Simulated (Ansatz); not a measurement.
# InP: stress in a strained cell

InP is deformed so: zz strain of +1 %. What stress and forces result, by LAPW, PAW and all-electron datasets made for the crystal?

Program: Ansatz 0.2.0. Level of theory: DFT PBE, scalar-relativistic. These are calculated values, not measurements.

## 1. The starting structure

The structure is cubic, space group Fm-3m (No. 225). The conventional cell has a = 5.710 Å, b = 5.710 Å, c = 5.710 Å, α = 90.00°, β = 90.00°, γ = 90.00°. In (site symmetry m-3m) is surrounded by 6 P at 2.85 Å. Around P (site symmetry m-3m) lie 6 In at 2.85 Å.

As a file:

```xyz
2
Lattice="0.0000 2.8550 2.8550 2.8550 0.0000 2.8550 2.8550 2.8550 0.0000" Properties=species:S:1:pos:R:3 pbc="T T T"
In    0.0000    0.0000    0.0000
P     2.8550    2.8550    2.8550
```

Atoms are numbered in the order of the input: In1, P2.

## 2. After the deformation

Space group Fm-3m before, I4/mmm after.

## 3. Full-potential LAPW

Input file input.yaml:

```yaml
crystal:
  lattice:
    - [0.0, 2.855, 2.88355]
    - [2.855, 0.0, 2.88355]
    - [2.855, 2.855, 0.0]
  atoms:
    - { symbol: In, position: [0.0, 0.0, 0.0] }
    - { symbol: P, position: [0.5, 0.5, 0.5] }
kpoints:
  mp_grid: { grid: [11, 11, 11] }
  band_path:
    path:
      - [0.0, 0.0, 0.0]
      - [0.0, 0.5, 0.5]
      - [0.25, 0.75, 0.5]
      - [0.0, 0.5, 0.0]
      - [0.0, 0.0, 0.0]
      - [0.5, 0.5, 0.0]
      - [0.3725370062, 0.6274629938, 0.0]
      - [-0.3725370062, 0.3725370062, 0.0]
      - [0.0, 0.0, 0.0]
    npoints: 5
scf:
  occupations: { method: fermi_dirac, width: 0.03 }
hamiltonian:
  xc: pbe
  pseudopotentials: { kind: all_electron, lapw: { basis_error: 0.00025 } }
output:
  forces: true
  stress: true
  eigenvalues: true
```

Run with:

```bash
> ansatz run input.yaml --threads 1 --pin off --max-ram 3072MiB --backend cpu --events-out ev --progress --plain --runs-dir out
```

## 4. Frozen-core PAW

Input file input.yaml:

```yaml
crystal:
  lattice:
    - [0.0, 2.855, 2.88355]
    - [2.855, 0.0, 2.88355]
    - [2.855, 2.855, 0.0]
  atoms:
    - { symbol: In, position: [0.0, 0.0, 0.0] }
    - { symbol: P, position: [0.5, 0.5, 0.5] }
kpoints:
  mp_grid: { grid: [11, 11, 11] }
scf:
  occupations: { method: fermi_dirac, width: 0.03 }
hamiltonian:
  xc: pbe
  pseudopotentials: { kind: paw }
output:
  forces: true
  stress: true
  eigenvalues: true
  efg: { contact_densities: true }
  write_density: true
  write_potential: true
  elf: true
  volumetric_format: npy
```

## 5. Datasets made for this crystal

Changes to input.yaml since step 4:

```diff
@@ -14,3 +14,3 @@
   xc: pbe
-  pseudopotentials: { kind: paw }
+  pseudopotentials: { kind: all_electron, datasets: crystal }
 output:
@@ -20,5 +20 @@
   efg: { contact_densities: true }
-  write_density: true
-  write_potential: true
-  elf: true
-  volumetric_format: npy
```

(Steps that only read results are left out.)

Q: Predict the outcome of this session. Wanted: pressure; largest shear or deviatoric stress.

As calculated:

| quantity | value |
| --- | --- |
| pressure | LAPW -5.79, PAW -5.80, crystal datasets -5.79 GPa |
| largest shear or deviatoric stress (LAPW) | 0.50 GPa |

**Reading.** The largest part of the stress beyond the pressure is 0.50 GPa in size, in the zz component; the atoms are carried along and not relaxed. No run of the undeformed cell stands beside it, so the pressure holds what the given cell had before the change. PAW: stress within 0.01 GPa of LAPW. Crystal datasets: stress within 0.01 GPa of LAPW.
